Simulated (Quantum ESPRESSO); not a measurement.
# In (Im-3m) in Quantum ESPRESSO: further runs

Runs on In. Level: PBE. Tasks: relaxation of cell and atoms.

Program: Quantum ESPRESSO 7.5. These are calculated values, not measurements. Logs are shortened: lines on timing, memory, paths and dates and some standing lists are left out, and cuts for length are marked.

## (1) Starting point

It takes space group Im-3m (No. 229, cubic). The conventional cell has a = 3.765 Å, b = 3.765 Å, c = 3.765 Å, α = 90.00°, β = 90.00°, γ = 90.00°. In (site symmetry m-3m) is surrounded by 8 In at 3.26 Å.

This isn't the form of In at room conditions, which is tetragonal.

## (2) Relaxation of cell and atoms, PBE, target pressure 5 GPa, at which the enthalpy is minimised

File pw.in:

```
&CONTROL
  calculation = 'vc-relax'
  prefix = 'pwscf'
  outdir = './tmp'
  pseudo_dir = './pseudo'
  tprnfor = .true.
  tstress = .true.
  disk_io = 'low'
  nstep = 40
  forc_conv_thr = 0.0004
  etot_conv_thr = 1d-05
/
&SYSTEM
  ibrav = 0
  nat = 1
  ntyp = 1
  ecutwfc = 63
  ecutrho = 506
  nbnd = 12
  occupations = 'smearing'
  smearing = 'fd'
  degauss = 0.00367493
/
&ELECTRONS
  conv_thr = 2d-10
  electron_maxstep = 120
  mixing_beta = 0.5
/
&IONS
  ion_dynamics = 'bfgs'
/
&CELL
  cell_dynamics = 'bfgs'
  press = 50
  press_conv_thr = 0.3
/
ATOMIC_SPECIES
In   114.8180 In.pbe-dn-rrkjus_psl.0.2.2.UPF
CELL_PARAMETERS bohr
  -3.5574571263    3.5574571263    3.5574571263
   3.5574571263   -3.5574571263    3.5574571263
   3.5574571263    3.5574571263   -3.5574571263
ATOMIC_POSITIONS bohr
In     0.0000000000    0.0000000000    0.0000000000
K_POINTS automatic
10 10 10 0 0 0
```

Potentials or basis: SSSP 1.3 efficiency PBE.

Started as:

```sh
> OMP_NUM_THREADS=1 pw.x -in pw.in > pw.out
```

pw.out:

```text
This program is part of the open-source Quantum ESPRESSO suite
     for quantum simulation of materials; please cite
         "P. Giannozzi et al., J. Phys.:Condens. Matter 21 395502 (2009);
         "P. Giannozzi et al., J. Phys.:Condens. Matter 29 465901 (2017);
         "P. Giannozzi et al., J. Chem. Phys. 152 154105 (2020);
     in publications or presentations arising from this work. More details at

     file In.pbe-dn-rrkjus_psl.0.2.2.UPF: wavefunction(s)  5S renormalized
     Message from routine setup:
     using ibrav=0 with symmetry is DISCOURAGED, use correct ibrav instead

     G-vector sticks info
     --------------------
     sticks:   dense  smooth     PW     G-vecs:    dense   smooth      PW
     Sum        1445     713    261                34521    12113    2587

     Using Slab Decomposition

     bravais-lattice index     =            0
     lattice parameter (alat)  =       6.1617  a.u.
     unit-cell volume          =     180.0856 (a.u.)^3
     number of atoms/cell      =            1
     number of atomic types    =            1
     number of electrons       =        13.00
     number of Kohn-Sham states=           12
     kinetic-energy cutoff     =      63.0000  Ry
     charge density cutoff     =     506.0000  Ry
     scf convergence threshold =      2.0E-10
     mixing beta               =       0.5000
     number of iterations used =            8  plain     mixing
     energy convergence thresh.=      1.0E-05
     force convergence thresh. =      4.0E-04
     press convergence thresh. =      3.0E-01
     Exchange-correlation= PBE
                           (   1   4   3   4   0   0   0)
     nstep                     =           40

     celldm(1)=   6.161696  celldm(2)=   0.000000  celldm(3)=   0.000000
     celldm(4)=   0.000000  celldm(5)=   0.000000  celldm(6)=   0.000000

     crystal axes: (cart. coord. in units of alat)
               a(1) = (  -0.577350   0.577350   0.577350 )
               a(2) = (   0.577350  -0.577350   0.577350 )
               a(3) = (   0.577350   0.577350  -0.577350 )

     reciprocal axes: (cart. coord. in units 2 pi/alat)
               b(1) = ( -0.000000  0.866025  0.866025 )
               b(2) = (  0.866025 -0.000000  0.866025 )
               b(3) = (  0.866025  0.866025  0.000000 )

     PseudoPot. # 1 for In read from file:
     In.pbe-dn-rrkjus_psl.0.2.2.UPF
     Pseudo is Ultrasoft + core correction, Zval = 13.0
     Generated using "atomic" code by A. Dal Corso  v.5.0.99 svn rev. 10869
     Using radial grid of 1241 points,  6 beta functions with:
                l(1) =   0
                l(2) =   0
                l(3) =   1
                l(4) =   1
                l(5) =   2
                l(6) =   2
     Q(r) pseudized with 0 coefficients

     atomic species   valence    mass     pseudopotential
     In               13.00   114.81800     In( 1.00)

     48 Sym. Ops., with inversion, found

   Cartesian axes

     site n.     atom                  positions (alat units)
         1        In     tau(   1) = (   0.0000000   0.0000000   0.0000000  )

     number of k points=    47  Fermi-Dirac smearing, width (Ry)=  0.0037
                       cart. coord. in units 2pi/alat
        k(    1) = (   0.0000000   0.0000000   0.0000000), wk =   0.0020000
        k(    2) = (   0.0866025   0.0866025   0.0000000), wk =   0.0240000
        k(    3) = (   0.1732051   0.1732051   0.0000000), wk =   0.0240000
        k(    4) = (   0.2598076   0.2598076   0.0000000), wk =   0.0240000
        k(    5) = (   0.3464102   0.3464102   0.0000000), wk =   0.0240000
        k(    6) = (  -0.4330127  -0.4330127   0.0000000), wk =   0.0120000
[... 39 lines left out ...]
        k(   46) = (  -0.8660254  -0.0866025  -0.0866025), wk =   0.0240000
        k(   47) = (  -0.8660254  -0.8660254  -0.8660254), wk =   0.0020000

     Dense  grid:    34521 G-vectors     FFT dimensions: (  45,  45,  45)

     Smooth grid:    12113 G-vectors     FFT dimensions: (  32,  32,  32)

     Initial potential from superposition of free atoms

     starting charge      12.9963, renormalised to      13.0000
     Starting wfcs are    9 randomized atomic wfcs +    3 random wfcs

     Self-consistent Calculation

     iteration #  1     ecut=    63.00 Ry     beta= 0.50
     Davidson diagonalization with overlap
     ethr =  1.00E-02,  avg # of iterations =  5.3

     Threshold (ethr) on eigenvalues was too large:
     Diagonalizing with lowered threshold

     Davidson diagonalization with overlap
     ethr =  4.51E-05,  avg # of iterations =  6.4

     total energy              =    -144.84104461 Ry
     estimated scf accuracy    <       0.00595012 Ry

     iteration #  2     ecut=    63.00 Ry     beta= 0.50
     Davidson diagonalization with overlap
     ethr =  4.58E-05,  avg # of iterations =  1.7

     total energy              =    -144.84187622 Ry
     estimated scf accuracy    <       0.00035223 Ry

     iteration #  3     ecut=    63.00 Ry     beta= 0.50
     Davidson diagonalization with overlap
     ethr =  2.71E-06,  avg # of iterations =  5.2

     total energy              =    -144.84198024 Ry
     estimated scf accuracy    <       0.00008557 Ry

     iteration #  4     ecut=    63.00 Ry     beta= 0.50
     Davidson diagonalization with overlap
     ethr =  6.58E-07,  avg # of iterations =  2.1
[... 301 lines left out ...]
     The total energy is F=E-TS. E is the sum of the following terms:
     one-electron contribution =     -44.85658705 Ry
     hartree contribution      =      34.08378551 Ry
     xc contribution           =     -47.62635503 Ry
     ewald contribution        =     -86.44242659 Ry

     convergence has been achieved in  12 iterations

     Forces acting on atoms (cartesian axes, Ry/au):

     atom    1 type  1   force =     0.00000000    0.00000000    0.00000000

     Total force =     0.000000     Total SCF correction =     0.000000

     Computing stress (Cartesian axis) and pressure

          total   stress  (Ry/bohr**3)                   (kbar)     P=       13.65
   0.00009282  -0.00000000  -0.00000000           13.65       -0.00       -0.00
  -0.00000000   0.00009282  -0.00000000           -0.00       13.65       -0.00
  -0.00000000  -0.00000000   0.00009282           -0.00       -0.00       13.65

     BFGS Geometry Optimization
     Energy error            =      8.4E-04 Ry
     Gradient error          =      0.0E+00 Ry/Bohr
     Cell gradient error     =      3.6E+01 kbar

     number of scf cycles    =   1
     number of bfgs steps    =   0

     enthalpy           new  =    -144.7807793189 Ry

     new trust radius        =       0.0165784086 bohr
     new conv_thr            =       0.0000000002 Ry

     new unit-cell volume =    176.76905 a.u.^3 (    26.19447 Ang^3 )
     density =      7.27863 g/cm^3

CELL_PARAMETERS (bohr)
  -3.535482929   3.535482929   3.535482929
   3.535482929  -3.535482929   3.535482929
   3.535482929   3.535482929  -3.535482929

ATOMIC_POSITIONS (bohr)
In               0.0000000000        0.0000000000        0.0000000000

     NEW-OLD atomic charge density approx. for the potential
     New effective cutoffs (rho, wfc):  511.66   63.78

     Self-consistent Calculation

     iteration #  1     ecut=    63.00 Ry     beta= 0.50
     Davidson diagonalization with overlap
     ethr =  1.00E-06,  avg # of iterations =  6.2
[... 1330 lines left out ...]
     The total energy is F=E-TS. E is the sum of the following terms:
     one-electron contribution =     -41.42488906 Ry
     hartree contribution      =      32.84606052 Ry
     xc contribution           =     -47.66023900 Ry
     ewald contribution        =     -88.59995516 Ry

     convergence has been achieved in   6 iterations

     Forces acting on atoms (cartesian axes, Ry/au):

     atom    1 type  1   force =     0.00000000    0.00000000    0.00000000

     Total force =     0.000000     Total SCF correction =     0.000000

     Computing stress (Cartesian axis) and pressure

          total   stress  (Ry/bohr**3)                   (kbar)     P=       49.88
   0.00033909  -0.00000000  -0.00000000           49.88       -0.00       -0.00
  -0.00000000   0.00033909  -0.00000000           -0.00       49.88       -0.00
  -0.00000000  -0.00000000   0.00033909           -0.00       -0.00       49.88

     Energy error            =      3.7E-06 Ry
     Gradient error          =      0.0E+00 Ry/Bohr
     Cell gradient error     =      1.2E-01 kbar

     bfgs converged in   5 scf cycles and   4 bfgs steps
     (criteria: energy <  1.0E-05 Ry, force <  4.0E-04 Ry/Bohr, cell <  3.0E-01 kbar)

     End of BFGS Geometry Optimization

     Final enthalpy           =    -144.7824908797 Ry

Begin final coordinates
     new unit-cell volume =    167.24739 a.u.^3 (    24.78351 Ang^3 )
     density =      7.69301 g/cm^3

CELL_PARAMETERS (bohr)
  -3.470828240   3.470828240   3.470828240
   3.470828240  -3.470828240   3.470828240
   3.470828240   3.470828240  -3.470828240

ATOMIC_POSITIONS (bohr)
In               0.0000000000        0.0000000000        0.0000000000
End final coordinates

     Final scf calculation at the relaxed structure.
     The G-vectors are recalculated for the final unit cell
     Results may differ from those at the preceding step.

     G-vector sticks info
     --------------------
     sticks:   dense  smooth     PW     G-vecs:    dense   smooth      PW
     Sum        1375     689    249                32181    11297    2491

     Using Slab Decomposition

     bravais-lattice index     =            0
     lattice parameter (alat)  =       6.1617  a.u.
     unit-cell volume          =     167.2474 (a.u.)^3
     number of atoms/cell      =            1
     number of atomic types    =            1
     number of electrons       =        13.00
     number of Kohn-Sham states=           12
     kinetic-energy cutoff     =      63.0000  Ry
     charge density cutoff     =     506.0000  Ry
     scf convergence threshold =      2.0E-12
     mixing beta               =       0.5000
     number of iterations used =            8  plain     mixing
     press convergence thresh. =      3.0E-01
     Exchange-correlation= PBE
                           (   1   4   3   4   0   0   0)

     celldm(1)=   6.161696  celldm(2)=   0.000000  celldm(3)=   0.000000
     celldm(4)=   0.000000  celldm(5)=   0.000000  celldm(6)=   0.000000

     crystal axes: (cart. coord. in units of alat)
               a(1) = (  -0.563291   0.563291   0.563291 )
               a(2) = (   0.563291  -0.563291   0.563291 )
               a(3) = (   0.563291   0.563291  -0.563291 )

     reciprocal axes: (cart. coord. in units 2 pi/alat)
               b(1) = ( -0.000000  0.887641  0.887641 )
               b(2) = (  0.887641 -0.000000  0.887641 )
               b(3) = (  0.887641  0.887641  0.000000 )

     PseudoPot. # 1 for In read from file:
     In.pbe-dn-rrkjus_psl.0.2.2.UPF
     Pseudo is Ultrasoft + core correction, Zval = 13.0
     Generated using "atomic" code by A. Dal Corso  v.5.0.99 svn rev. 10869
     Using radial grid of 1241 points,  6 beta functions with:
                l(1) =   0
                l(2) =   0
                l(3) =   1
                l(4) =   1
                l(5) =   2
                l(6) =   2
     Q(r) pseudized with 0 coefficients

     atomic species   valence    mass     pseudopotential
     In               13.00   114.81800     In( 1.00)

     48 Sym. Ops., with inversion, found

   Cartesian axes

     site n.     atom                  positions (alat units)
         1        In     tau(   1) = (   0.0000000   0.0000000   0.0000000  )

     number of k points=    47  Fermi-Dirac smearing, width (Ry)=  0.0037
                       cart. coord. in units 2pi/alat
        k(    1) = (   0.0000000   0.0000000   0.0000000), wk =   0.0020000
        k(    2) = (   0.0887641   0.0887641  -0.0000000), wk =   0.0240000
        k(    3) = (   0.1775281   0.1775281  -0.0000000), wk =   0.0240000
        k(    4) = (   0.2662922   0.2662922  -0.0000000), wk =   0.0240000
        k(    5) = (   0.3550563   0.3550563  -0.0000000), wk =   0.0240000
        k(    6) = (  -0.4438203  -0.4438203   0.0000000), wk =   0.0120000
[... 39 lines left out ...]
        k(   46) = (  -0.8876407  -0.0887641  -0.0887641), wk =   0.0240000
        k(   47) = (  -0.8876407  -0.8876407  -0.8876407), wk =   0.0020000

     Dense  grid:    32181 G-vectors     FFT dimensions: (  45,  45,  45)

     Smooth grid:    11297 G-vectors     FFT dimensions: (  32,  32,  32)

     Initial potential from superposition of free atoms

     starting charge      12.9963, renormalised to      13.0000
     Starting wfcs are    9 randomized atomic wfcs +    3 random wfcs

     Self-consistent Calculation

     iteration #  1     ecut=    63.00 Ry     beta= 0.50
     Davidson diagonalization with overlap
     c_bands:  2 eigenvalues not converged
     c_bands:  1 eigenvalues not converged
     c_bands:  1 eigenvalues not converged
     c_bands:  1 eigenvalues not converged
     c_bands:  1 eigenvalues not converged
     c_bands:  1 eigenvalues not converged
[... 15 lines left out ...]
     c_bands:  1 eigenvalues not converged
     c_bands:  1 eigenvalues not converged
     ethr =  1.00E-06,  avg # of iterations = 18.1

     total energy              =    -144.83814701 Ry
     estimated scf accuracy    <       0.00684111 Ry
[... 326 lines left out ...]
     The total energy is F=E-TS. E is the sum of the following terms:
     one-electron contribution =     -41.42498433 Ry
     hartree contribution      =      32.84637697 Ry
     xc contribution           =     -47.66034343 Ry
     ewald contribution        =     -88.59995516 Ry

     convergence has been achieved in  13 iterations

     Forces acting on atoms (cartesian axes, Ry/au):

     atom    1 type  1   force =     0.00000000    0.00000000    0.00000000

     Total force =     0.000000     Total SCF correction =     0.000000

     Computing stress (Cartesian axis) and pressure

          total   stress  (Ry/bohr**3)                   (kbar)     P=       49.51
   0.00033658  -0.00000000  -0.00000000           49.51       -0.00       -0.00
  -0.00000000   0.00033658  -0.00000000           -0.00       49.51       -0.00
  -0.00000000  -0.00000000   0.00033658           -0.00       -0.00       49.51

=------------------------------------------------------------------------------=
   JOB DONE.
=------------------------------------------------------------------------------=
```

It took 82 s on 1 thread of Arm Neoverse V1, shared host; peak memory 0.16 GiB.

What came out:

* Free energy: -1970.6380 eV
* Relaxed volume: 24.78 Å³/atom
* Relaxed cell: a = 3.181 Å, b = 3.181 Å, c = 3.181 Å, α = 109.47°, β = 109.47°, γ = 109.47°
* Space group after relaxing (to 0.05 Å): Im-3m (No. 229)
* Energy change on relaxing (the enthalpy is what falls): +36.1 meV/atom
* Ionic steps: 5
* Pressure after relaxing: 5.0 GPa
* Band gap on the k mesh: none (metal or under the smearing width)

The path:
| step | energy change (eV) | largest force (eV/Å) | pressure (GPa) | volume (Å³) |
| --- | --- | --- | --- | --- |
| 1 | 0.0000 | 0.0000 | 1.37 | 26.69 |
| 2 | 0.0054 | 0.0000 | 2.15 | 26.19 |
| 3 | 0.0181 | 0.0000 | 3.49 | 25.47 |
| 4 | 0.0388 | 0.0000 | 5.20 | 24.70 |
| 5 | 0.0361 | 0.0000 | 4.99 | 24.78 |

Final structure:
```xyz
1
Lattice="-1.8367 1.8367 1.8367 1.8367 -1.8367 1.8367 1.8367 1.8367 -1.8367" Properties=species:S:1:pos:R:3 pbc="T T T"
In    0.0000    0.0000    0.0000
```

Levels at points of the mesh, in eV from the Fermi level:
```csv
k point,band 2,band 3,band 4,band 5,band 6,band 7,band 8,band 9,band 10,band 11
"(0.00, 0.00, 0.00)",-14.72,-14.72,-14.40,-14.40,-9.87,11.77,11.77,11.77,13.55,13.55
"(0.00, 0.00, -0.50)",-14.78,-14.42,-14.40,-14.20,-3.87,-3.37,6.27,7.66,10.46,10.67
"(-0.50, -0.50, -0.50)",-14.85,-14.25,-14.25,-14.25,1.33,1.33,1.33,1.49,5.43,5.43
```

## (3) Relaxation of cell and atoms, PBE, target pressure 10 GPa, at which the enthalpy is minimised

Changes to pw.in since step 2:

```diff
@@ -33,3 +33,3 @@
   cell_dynamics = 'bfgs'
-  press = 50
+  press = 100
   press_conv_thr = 0.3
```

Potentials or basis: SSSP 1.3 efficiency PBE.

Started as:

```sh
> OMP_NUM_THREADS=1 pw.x -in pw.in > pw.out
```

pw.out:

```text
This program is part of the open-source Quantum ESPRESSO suite
     for quantum simulation of materials; please cite
         "P. Giannozzi et al., J. Phys.:Condens. Matter 21 395502 (2009);
         "P. Giannozzi et al., J. Phys.:Condens. Matter 29 465901 (2017);
         "P. Giannozzi et al., J. Chem. Phys. 152 154105 (2020);
     in publications or presentations arising from this work. More details at

     file In.pbe-dn-rrkjus_psl.0.2.2.UPF: wavefunction(s)  5S renormalized
     Message from routine setup:
     using ibrav=0 with symmetry is DISCOURAGED, use correct ibrav instead

     G-vector sticks info
     --------------------
     sticks:   dense  smooth     PW     G-vecs:    dense   smooth      PW
     Sum        1445     713    261                34521    12113    2587

     Using Slab Decomposition

     bravais-lattice index     =            0
     lattice parameter (alat)  =       6.1617  a.u.
     unit-cell volume          =     180.0856 (a.u.)^3
     number of atoms/cell      =            1
     number of atomic types    =            1
     number of electrons       =        13.00
     number of Kohn-Sham states=           12
[... 2279 lines left out ...]
        k(    4) = (   0.2726356   0.2726356   0.0000000), wk =   0.0240000
        k(    5) = (   0.3635141   0.3635141  -0.0000000), wk =   0.0240000
        k(    6) = (  -0.4543927  -0.4543927  -0.0000000), wk =   0.0120000
[... 39 lines left out ...]
        k(   46) = (  -0.9087854  -0.0908785  -0.0908785), wk =   0.0240000
        k(   47) = (  -0.9087854  -0.9087854  -0.9087854), wk =   0.0020000

     Dense  grid:    29853 G-vectors     FFT dimensions: (  45,  45,  45)

     Smooth grid:    10473 G-vectors     FFT dimensions: (  30,  30,  30)

     Initial potential from superposition of free atoms

     starting charge      12.9963, renormalised to      13.0000
     Starting wfcs are    9 randomized atomic wfcs +    3 random wfcs

     Self-consistent Calculation

     iteration #  1     ecut=    63.00 Ry     beta= 0.50
     Davidson diagonalization with overlap
     c_bands:  3 eigenvalues not converged
     c_bands:  1 eigenvalues not converged
     c_bands:  1 eigenvalues not converged
     c_bands:  1 eigenvalues not converged
     c_bands:  1 eigenvalues not converged
     c_bands:  1 eigenvalues not converged
[... 372 lines left out ...]
          total   stress  (Ry/bohr**3)                   (kbar)     P=       99.04
   0.00067324  -0.00000000  -0.00000000           99.04       -0.00       -0.00
  -0.00000000   0.00067324  -0.00000000           -0.00       99.04       -0.00
  -0.00000000  -0.00000000   0.00067324           -0.00       -0.00       99.04

=------------------------------------------------------------------------------=
   JOB DONE.
=------------------------------------------------------------------------------=
```

Run time: 95 s. Hardware: 1 thread of Arm Neoverse V1, shared host; peak memory 0.16 GiB.

Results:

- Free energy: -1970.5597 eV
- Relaxed volume: 23.09 Å³/atom
- Relaxed cell: a = 3.107 Å, b = 3.107 Å, c = 3.107 Å, α = 109.47°, β = 109.47°, γ = 109.47°
- Space group after relaxing (to 0.05 Å): Im-3m (No. 229)
- Energy change on relaxing (the enthalpy is what falls): +113.3 meV/atom
- Ionic steps: 6
- Pressure after relaxing: 9.9 GPa
- Band gap on the k mesh: none (metal or under the smearing width)

The path:
```
step  energy change (eV)  largest force (eV/Å)  pressure (GPa)  volume (Å³)
   1              0.0000                0.0000            1.37        26.69
   2              0.0168                0.0000            3.37        25.53
   3              0.0719                0.0000            7.48        23.86
   4              0.1234                0.0000           10.58        22.94
   5              0.1127                0.0000            9.97        23.10
   6              0.1133                0.0000           10.00        23.09
```

Final structure:
```
In
1.0
    -1.79395    1.79395    1.79395
     1.79395   -1.79395    1.79395
     1.79395    1.79395   -1.79395
In
1
Direct
  0.00000 0.00000 0.00000
```

(Continued in part 2 of 2.)
